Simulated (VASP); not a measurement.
# Bi (Im-3m) in VASP: further runs

The runs below take Bi through optical spectrum, equation of state, with BLYP+D3(BJ), PW91+D3(BJ), TB-mBJ.

Program: VASP 6.6.1. These are calculated values, not measurements. Logs are shortened: lines on timing, memory, paths and dates and some standing lists are left out, and cuts for length are marked.

## 1. Starting point

The structure is cubic, space group Im-3m (No. 229). The conventional cell has a = 3.963 Å, b = 3.963 Å, c = 3.963 Å, α = 90.00°, β = 90.00°, γ = 90.00°. Bi (site symmetry m-3m) is surrounded by 8 Bi at 3.43 Å.

This isn't the form of Bi at room conditions, which is rhombohedral.

## 2. Optical spectrum, BLYP+D3(BJ) (volume scaled by 0.96)

The input, INCAR:

```
ADDGRID = T
AGGAC = 1.0
AGGAX = 1.0
ALDAC = 0.0
ALDAX = 1.0
ALGO = Normal
CSHIFT = 0.1
EDIFF = 1E-6
ENCUT = 500
GGA = B5
ISIF = 2
ISMEAR = -5
IVDW = 12
LASPH = T
LCHARG = F
LOPTICS = T
LREAL = F
LWAVE = F
NBANDS = 34
NEDOS = 1000
NELECT = 5.1
NELM = 80
PREC = Accurate
SIGMA = 0.05
VDW_A1 = 0.4298
VDW_A2 = 4.2359
VDW_S6 = 1.0
VDW_S8 = 2.6996
```

The input, KPOINTS:

```
k-points
0
Gamma
  9 9 9
```

The input, POSCAR:

```
Bi
1.0
   -1.9546511608      1.9546511608      1.9546511608
    1.9546511608     -1.9546511608      1.9546511608
    1.9546511608      1.9546511608     -1.9546511608
Bi
1
Cartesian
    0.0000000000      0.0000000000      0.0000000000
```

Potentials or basis: VASP PAW PBE potentials, release 64 (Bi).

Launch:

```console
> cat potpaw_PBE.64/Bi/POTCAR > POTCAR
> mpirun -np 1 vasp_std > vasp.out
```

OUTCAR:

```text
EDIFF = 1E-6
   ENCUT = 500
   GGA = B5
   ISIF = 2
   ISMEAR = -5
   IVDW = 12
   LASPH = T
   LREAL = F
   NELECT = 5.1
   NELM = 80
   PREC = Accurate
 IVDW          = 12

 ion  position               nearest neighbor table
   1  0.000  0.000  0.000-

  LATTYP: Found a body centered cubic cell.
 ALAT       =     3.9093023216

  Lattice vectors:

 A1 = (  -1.9546511608,   1.9546511608,   1.9546511608)
 A2 = (   1.9546511608,  -1.9546511608,   1.9546511608)
 A3 = (   1.9546511608,   1.9546511608,  -1.9546511608)

Analysis of symmetry for initial positions (statically):
=====================================================================
 Subroutine PRICEL returns:
 Original cell was already a primitive cell.

 Routine SETGRP: Setting up the symmetry group for a
 body centered cubic supercell.

 Subroutine GETGRP returns: Found 48 space group operations
 (whereof 48 operations were pure point group operations)
 out of a pool of 48 trial point group operations.

The static configuration has the point symmetry O_h .

Analysis of symmetry for dynamics (positions and initial velocities):
=====================================================================
 Subroutine PRICEL returns:
 Original cell was already a primitive cell.

 Routine SETGRP: Setting up the symmetry group for a
 body centered cubic supercell.

 Subroutine GETGRP returns: Found 48 space group operations
 (whereof 48 operations were pure point group operations)
 out of a pool of 48 trial point group operations.

The dynamic configuration has the point symmetry O_h .

 Subroutine INISYM returns: Found 48 space group operations
 (whereof 48 operations are pure point group operations),
 and found     1 'primitive' translations

----------------------------------------------------------------------------------------

                                     Primitive cell

  volume of cell :      29.8722

  direct lattice vectors                    reciprocal lattice vectors
    -1.954651161  1.954651161  1.954651161     0.000000000  0.255800119  0.255800119
     1.954651161 -1.954651161  1.954651161     0.255800119  0.000000000  0.255800119
     1.954651161  1.954651161 -1.954651161     0.255800119  0.255800119  0.000000000

  length of vectors
     3.385555122  3.385555122  3.385555122     0.361755998  0.361755998  0.361755998

  position of ions in fractional coordinates (direct lattice)
     0.000000000  0.000000000  0.000000000

  ion indices of the primitive-cell ions
   primitive index   ion index
                 1           1

----------------------------------------------------------------------------------------

 KPOINTS: k-points

Automatic generation of k-mesh.
 Grid dimensions read from file:
 generate k-points for:    9    9    9

 Generating k-lattice:

  Cartesian coordinates                     Fractional coordinates (reciprocal lattice)
     0.000000000  0.028422235  0.028422235     0.111111111  0.000000000  0.000000000
     0.028422235  0.000000000  0.028422235     0.000000000  0.111111111  0.000000000
     0.028422235  0.028422235  0.000000000     0.000000000  0.000000000  0.111111111

  Length of vectors
     0.040195111  0.040195111  0.040195111

  Shift w.r.t. Gamma in fractional coordinates (k-lattice)
     0.000000000  0.000000000  0.000000000

 TETIRR: Found    774 inequivalent tetrahedra from     4374

 Subroutine IBZKPT returns following result:
 ===========================================

 Found     35 irreducible k-points:

 Following reciprocal coordinates:
            Coordinates               Weight
  0.000000  0.000000  0.000000      1.000000
  0.111111  0.000000  0.000000     12.000000
  0.222222  0.000000  0.000000     12.000000
  0.333333  0.000000  0.000000     12.000000
  0.444444  0.000000  0.000000     12.000000
  0.111111  0.111111  0.000000     24.000000
[... 16 lines left out ...]
 -0.333333  0.444444  0.111111     48.000000
 -0.444444 -0.444444  0.111111     24.000000
 [... further k-points ...]
   k-points           NKPTS =     35   k-points in BZ     NKDIM =     35   number of bands    NBANDS=     34
   number of dos      NEDOS =   1000   number of ions     NIONS =      1
   total plane-waves  NPLWV =  21952
   dimension x,y,z NGX =    28 NGY =   28 NGZ =   28
   dimension x,y,z NGXF=    56 NGYF=   56 NGZF=   56
   ions per type =               1
   NGX,Y,Z   is equivalent  to a cutoff of  13.75, 13.75, 13.75 a.u.
   NGXF,Y,Z  is equivalent  to a cutoff of  27.50, 27.50, 27.50 a.u.
 SYSTEM =  unknown system
   PREC   = accura    normal or accurate (medium, high low for compatibility)
   ISTART =      0    job   : 0-new  1-cont  2-samecut
   ICHARG =      2    charge: 1-file 2-atom 10-const
   ISPIN  =      1    spin polarized calculation?
   LNONCOLLINEAR =      F non collinear calculations
   LSORBIT =      F    spin-orbit coupling
   LASPH  =      T    aspherical Exc in radial PAW
   ENCUT  =  500.0 eV  36.75 Ry    6.06 a.u.   6.17  6.17  6.17*2*pi/ulx,y,z
   NELM   =     80;   NELMIN=  2; NELMDL= -5     # of ELM steps
   EDIFF  = 0.1E-05   stopping-criterion for ELM
   LREAL  =      F    real-space projection
   EDIFFG = 0.1E-04   stopping-criterion for IOM
   NSW    =      0    number of steps for IOM
   IBRION =     -1    ionic relax: 0-MD 1-quasi-New 2-CG
   NFREE  =      0    steps in history (QN), initial steepest desc. (CG)
   ISIF   =      2    stress and relaxation
   ISYM   =      2    0-nonsym 1-usesym 2-fastsym
   POTIM  = 0.5000    time-step for ionic-motion
   TEBEG  =    0.0;   TEEND  =   0.0 temperature during run
   PSTRESS=    0.0 pullay stress
   NELECT =       5.1000    total number of electrons
   NUPDOWN=      -1.0000    fix difference up-down
   EMIN   =  10.00;   EMAX   =-10.00  energy-range for DOS
   EFERMI =   0.00;   METHOD = LEGACY
   ISMEAR =    -5;   SIGMA  =   0.05  broadening in eV -4-tet -1-fermi 0-gaus
   EFERMI_NEDOS =   21; number of points for ismear=-14 and -15
   IALGO  =     38    algorithm
   IMIX   =      4    mixing-type and parameters
     AMIX     =   0.40;   BMIX     =  1.00
     AMIX_MAG =   1.60;   BMIX_MAG =  1.00
  volume/ion in A,a.u.               =      29.87       201.59
  Fermi-wavevector in a.u.,A,eV,Ry     =   0.908188  1.716226 11.222153  0.824805
  Thomas-Fermi vector in A             =   2.032084
   LORBIT       =      0    0 simple, 1 ext, 2 COOP (PROOUT), +10 PAW based schemes
   GGA     = B5    functional components
   LHFCALC =     F    Hartree Fock is set to
   AEXX    =    0.0000 exact exchange contribution
   IVDW    =    12    specifies the selected vdW correction
   LEPSILON=     F    determine dielectric tensor
   LRPA    =     F    only Hartree local field effects (RPA)
 non-spin polarized calculation
 Fermi weights with tetrahedron method with Bloechl corrections
  energy-cutoff  :      500.00
  volume of cell :       29.87
 maximum number of plane-waves:       767
 NGX is ok and might be reduce to    28
   NGX = 13   NGY = 13   NGZ = 13

 number of electron       5.1000000 magnetization

 Free energy of the ion-electron system (eV)
  ---------------------------------------------------
  ext. energy  EPLUGINS =         0.00000000
  ---------------------------------------------------
  free energy    TOTEN  =        -2.06662590 eV

  energy without entropy =       -2.06662590  energy(sigma->0) =       -2.06662590

 E-fermi :   7.8320     XC(G=0):  -9.7190

 val. band max:        7.7663593085   @ k =  -0.2222   0.2222   0.1111
 cond. band min:       7.9028541900   @ k =   0.3333   0.2222   0.1111
 fundamental gap:      0.1364948815
 Fermi energy:         7.8320204268

 k-point     1 :       0.0000    0.0000    0.0000
  band No.  band energies     occupation
      1      -6.1638      2.00000
      2      12.9374      0.00000
      3      12.9374      0.00000
      4      12.9374      0.00000
      5      17.7236      0.00000
      6      18.3456      0.00000
      7      18.3456      0.00000
      8      18.3456      0.00000
      9      18.9999      0.00000
     10      18.9999      0.00000
     11      18.9999      0.00000
     12      20.3679      0.00000
     13      20.3679      0.00000
     14      32.5040      0.00000

 k-point     2 :       0.1111    0.0000    0.0000
  band No.  band energies     occupation
      1      -5.9287      2.00000
      2      10.9414     -0.06751
      3      12.2640      0.00000
      4      12.7271      0.00000
      5      16.6982      0.00000
      6      17.2849      0.00000
      7      18.0691      0.00000
      8      18.9656      0.00000
      9      19.8763      0.00000
     10      20.1624      0.00000
     11      20.4655      0.00000
     12      21.4562      0.00000
     13      22.5374      0.00000
     14      30.1303      0.00000

 k-point     3 :       0.2222    0.0000    0.0000
  band No.  band energies     occupation
      1      -5.2404      2.00000
      2       7.7202      1.23593
      3      10.9908      0.00000
      4      12.1861      0.00000
      5      15.3134      0.00000
      6      16.3227      0.00000
      7      18.2400      0.00000
      8      19.6990      0.00000
      9      21.7970      0.00000
     10      22.6334      0.00000
     11      22.9122      0.00000
     12      23.5882      0.00000
     13      26.3084      0.00000
     14      27.7869      0.00000
[... 324 lines left out ...]
 k-point    23 :      -0.3333    0.4444    0.1111
  band No.  band energies     occupation
      1      -3.0846      2.00000
      2       4.0914      2.00000
      3       7.1469      1.79149
      4      10.4535     -0.00801
      5      15.1350      0.00000
      6      16.0861      0.00000
      7      19.0881      0.00000
      8      19.4361      0.00000
      9      22.8529      0.00000
     10      25.9065      0.00000
     11      26.9915      0.00000
     12      28.0515      0.00000
     13      28.8389      0.00000
     14      29.3042      0.00000

 k-point    24 :      -0.4444   -0.4444    0.1111
  band No.  band energies     occupation
      1      -2.4785      2.00000
      2       3.1151      2.00000
      3       6.7660      2.03373
      4      10.3802     -0.00789
      5      15.2805      0.00000
      6      16.6991      0.00000
      7      17.7058      0.00000
      8      19.1365      0.00000
      9      25.5919      0.00000
     10      26.0565      0.00000
     11      27.4719      0.00000
     12      27.6200      0.00000
     13      29.4585      0.00000
     14      30.1389      0.00000

 [... further k-points ...]

 [bands above 14 left out]

------------------------ aborting loop because EDIFF is reached ----------------------------------------

 Edisp (eV)   -1.27281

 E8    (eV) :    -0.9874

  FORCE on cell =-STRESS in cart. coord.  units (eV):
  Direction    XX          YY          ZZ          XY          YZ          ZX
  --------------------------------------------------------------------------------------
  -------------------------------------------------------------------------------------
  Total       1.57813     1.57813     1.57813    -0.00000    -0.00000     0.00000
  in kB      84.64209    84.64209    84.64209    -0.00000    -0.00000     0.00000
  external pressure =       84.64 kB  Pullay stress =        0.00 kB

 VOLUME and BASIS-vectors are now :
 -----------------------------------------------------------------------------
  energy-cutoff  :      500.00
  volume of cell :       29.87
      direct lattice vectors                 reciprocal lattice vectors
    -1.954651161  1.954651161  1.954651161     0.000000000  0.255800119  0.255800119
     1.954651161 -1.954651161  1.954651161     0.255800119  0.000000000  0.255800119
     1.954651161  1.954651161 -1.954651161     0.255800119  0.255800119  0.000000000

 POSITION                                       TOTAL-FORCE (eV/Angst)
 -----------------------------------------------------------------------------------
      0.00000      0.00000      0.00000         0.000000      0.000000      0.000000
 -----------------------------------------------------------------------------------
    total drift:                                0.000000     -0.000000     -0.000000

  FREE ENERGIE OF THE ION-ELECTRON SYSTEM (eV)
  ---------------------------------------------------
  free  energy   TOTEN  =        -3.3394394241 eV

  energy  without entropy=       -3.3394394241  energy(sigma->0) =       -3.33943942
```

Run time: 62 s. Hardware: 1 thread of Intel Xeon Platinum 8488C (Sapphire Rapids), shared host; peak memory 0.32 GiB.

The run converged, but some of its settings lie outside the range that counts as converged (typed here: ADDGRID = yes; NELECT = 5.1), so its numbers aren't taken as properties of the crystal.

Results:

```yaml
Free_energy: -3.3394 eV
Band_gap_on_the_k_mesh: none (metal or under the smearing width)
Dispersion_energy_per_atom: -1.273 eV
```

Caveat: the cell is charged against a uniform background, so pressure and absolute levels hang on convention; the PAW data sets were made with another functional, which shifts forces and pressure a little; spin-orbit coupling is left out, which moves the levels of the heavy elements; pairwise dispersion overbinds metals, which lowers pressure and volume; tetrahedron occupations give inexact forces and stress in metals.

## 3. Equation of state, PW91+D3(BJ)

The input, run.py:

```python
from ase.calculators.vasp import Vasp
from ase.eos import EquationOfState
from ase.io import Trajectory
from ase.io import read
from ase.units import GPa

atoms = read('Bi.cif')
calc = Vasp(
    directory='calc',
    pp='PBE',
    setups='recommended',
    prec='Accurate',
    encut=520,
    ediff=1e-06,
    ismear=0,
    sigma=0.01,
    lreal=False,
    lasph=True,
    nelm=60,
    algo='Normal',
    isif=2,
    lwave=False,
    lcharg=False,
    gga='91',
    ivdw=12,
    vdw_s6=1.0,
    vdw_s8=1.9598,
    vdw_a1=0.6319,
    vdw_a2=4.5718,
    kpts=[9, 9, 9],
    gamma=True,
)
atoms.calc = calc
cell = atoms.cell.copy()
volumes, energies = [], []
traj = Trajectory('eos.traj', 'w')
for x in [0.94, 0.96, 0.98, 1.0, 1.02, 1.04, 1.06]:
    atoms.set_cell(cell * x ** (1 / 3), scale_atoms=True)
    volumes.append(atoms.get_volume())
    energies.append(atoms.get_potential_energy())
    traj.write(atoms)
    print(f'{x:5.2f} {volumes[-1]:12.5f} {energies[-1]:14.6f}')

v0, e0, B = EquationOfState(volumes, energies, eos='sj').fit()
print(f'V0 = {v0:.4f} A^3, E0 = {e0:.6f} eV, B = {B / GPa:.2f} GPa')
```

The input, Bi.cif:

```cif
data_Bi
_cell_length_a 3.43193835
_cell_length_b 3.43193835
_cell_length_c 3.43193835
_cell_angle_alpha 109.47122063
_cell_angle_beta 109.47122063
_cell_angle_gamma 109.47122063
_space_group_name_H-M_alt 'P1'
_space_group_name_Hall 'P 1'
_space_group_IT_number 1
loop_
_space_group_symop_operation_xyz
'x,y,z'
loop_
_atom_site_label
_atom_site_type_symbol
_atom_site_symmetry_multiplicity
_atom_site_Wyckoff_symbol
_atom_site_fract_x
_atom_site_fract_y
_atom_site_fract_z
_atom_site_occupancy
Bi1 Bi 1 a 0.0000000000 0.0000000000 0.0000000000 1
```

Potentials or basis: VASP PAW PBE potentials, release 64 (Bi_d).

Launch:

```console
> python run.py
```

Standard output:

```text
0.94     29.24990      -4.103229
 0.96     29.87224      -4.113144
 0.98     30.49458      -4.117541
 1.00     31.11692      -4.117069
 1.02     31.73925      -4.112249
 1.04     32.36159      -4.103521
 1.06     32.98393      -4.091306
V0 = 30.7399 A^3, E0 = -4.117917 eV, B = 59.40 GPa
```

OUTCAR:

```text
ENCUT = 520.000000
   EDIFF = 1.00e-06
   GGA = 91
   PREC = Accurate
   ISIF = 2
   ISMEAR = 0
   NELM = 60
   IVDW = 12
   LASPH = .TRUE.
   LREAL = .FALSE.
 IVDW          = 12

 ion  position               nearest neighbor table
   1  0.000  0.000  0.000-

[... 537 lines left out ...]
  -------------------------------------------------------------------------------------
  Total      -0.74352    -0.74352    -0.74352    -0.00000    -0.00000    -0.00000
  in kB     -36.11622   -36.11622   -36.11622    -0.00000    -0.00000    -0.00000
  external pressure =      -36.12 kB  Pullay stress =        0.00 kB

 VOLUME and BASIS-vectors are now :
 -----------------------------------------------------------------------------
  energy-cutoff  :      520.00
  volume of cell :       32.98
      direct lattice vectors                 reciprocal lattice vectors
     3.499248347  0.000000000  0.000000000     0.285775658  0.101036953  0.175001136
    -1.166416116  3.299122981  0.000000000     0.000000000  0.303110859  0.175001136
    -1.166416116 -1.649561490  2.857124312     0.000000000  0.000000000  0.350002272

 POSITION                                       TOTAL-FORCE (eV/Angst)
 -----------------------------------------------------------------------------------
      0.00000      0.00000      0.00000         0.000000      0.000000      0.000000
 -----------------------------------------------------------------------------------
    total drift:                               -0.000000      0.000000     -0.000000

  FREE ENERGIE OF THE ION-ELECTRON SYSTEM (eV)
  ---------------------------------------------------
  free  energy   TOTEN  =        -4.0913938759 eV

  energy  without entropy=       -4.0912185190  energy(sigma->0) =       -4.09130620
```

INCAR:

```text
ENCUT = 520.000000
SIGMA = 0.010000
VDW_S6 = 1.000000
VDW_S8 = 1.959800
VDW_A1 = 0.631900
VDW_A2 = 4.571800
EDIFF = 1.00e-06
ALGO = Normal
GGA = 91
PREC = Accurate
ISIF = 2
ISMEAR = 0
NELM = 60
IVDW = 12
LASPH = .TRUE.
LCHARG = .FALSE.
LWAVE = .FALSE.
LREAL = .FALSE.
```

It took 93 s on 1 thread of Intel Xeon Platinum 8488C (Sapphire Rapids), shared host; peak memory 0.16 GiB.

Results:

```
Equilibrium volume                      : 30.74 Å³/atom
Bulk modulus                            : 59 GPa
Pressure derivative of the bulk modulus : 4.6
```

Energy against volume, from the lowest point:
```
volume (Å³/atom)  energy (meV/atom)
          29.250              14.31
          29.872               4.40
          30.495               0.00
          31.117               0.47
          31.739               5.29
          32.362              14.02
          32.984              26.24
```

Caveat: the PAW data sets were made with another functional, which shifts forces and pressure a little; spin-orbit coupling is left out, which moves the levels of the heavy elements.

[end of part 1 of 2]
